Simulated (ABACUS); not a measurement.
Nb:

```
Nb
1.0
     1.66395    1.66395    1.66395
    -1.66395    1.66395    1.66395
    -1.66395   -1.66395    1.66395
Nb
1
Direct
  0.00000 0.00000 0.00000
```

Base run:

| Property | Result |
| --- | --- |
| Program | ABACUS 3.10.1 |
| Functional | LDA |
| Potentials or basis | PseudoDojo NC SR 0.4.1 LDA standard |
| Cutoff | 1361 eV |
| Density cutoff | 5442 eV |
| Basis | DZP LCAO (the cutoffs set its grid) |
| k mesh | 10 × 10 × 10 |
| Occupations | fermi-dirac, width 0.05 eV |
| Spin | no spin polarisation |

Its results: band gap on the k mesh none (metal or under the smearing width); pressure -10.9 GPa.

Problem. The run is repeated on the same cell with these changes: functional from LDA to PBE; potentials or basis from PseudoDojo NC SR 0.4.1 LDA standard to SG15 ONCV 1.2 PBE. What comes out?

Solution. Band gap on the k mesh none (metal or under the smearing width); pressure -1.6 GPa.

Caveats: the atomic orbitals were generated for these runs and aren't a published set; the basis of atomic orbitals isn't converged, which shifts pressures, moduli and gaps.

Not every run made on this cell is shown here.
